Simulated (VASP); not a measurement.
Wanted: the native input for a VASP 6.6.1 run.

| Quantity | Value |
| --- | --- |
| Task | single point |
| Functional | LDA |
| Potentials or basis | VASP PAW LDA potentials, release 64 (Cd, F) |
| Cutoff | 520 eV |
| k mesh | 8 × 8 × 8 |
| Occupations | gaussian, width 0.05 eV |
| Spin | no spin polarisation |
| Dipole correction | no |
| Further INCAR settings | ALGO = Normal; EDIFF = 1e-07; NBANDS = 20 |

The structure of CdF2 lies in POSCAR:

```
CdF2
1.0
    0.0000000000      2.6488277134      2.6488277134
    2.6488277134      0.0000000000      2.6488277134
    2.6488277134      2.6488277134      0.0000000000
Cd F
1 2
Direct
    0.0081736668      0.0081736668      0.0081736668
    0.2500000000      0.2500000000      0.2500000000
    0.7500000000      0.7500000000      0.7500000000
```

The cell isn't the ideal one: all Cd atoms moved +0.075 Å, as atom 1 along Cartesian [1 1 1].

The input as run:

INCAR

```
SYSTEM = CdF2
  PREC = Accurate
  ENCUT = 520
  EDIFF = 1E-7
  ISMEAR = 0
  SIGMA = 0.05
  LREAL = .False.
  LASPH = .True.
  NELM = 100
  ALGO = Normal
  ISIF = 2
  LWAVE = .False.
  LCHARG = .False.
  GGA = CA
  NBANDS = 20
```

KPOINTS

```
regular mesh
0
Gamma
  8 8 8
  0 0 0
```

Potentials or basis: VASP PAW LDA potentials, release 64 (Cd, F).

The run is started by

```bash
$ cat potpaw_LDA.64/Cd/POTCAR potpaw_LDA.64/F/POTCAR > POTCAR
$ mpirun -np 1 vasp_std > vasp.out
```

It gave:

| Quantity | Value |
| --- | --- |
| Pressure | 1.6 GPa |
| Largest force | 0.509 eV/Å |
| Band gap on the k mesh | 2.98 eV, indirect (least direct gap 3.39 eV) |

It took 33 s on 1 thread of AMD EPYC 7R13 Processor (Zen 3) (shared host), peak memory 0.14 GiB.
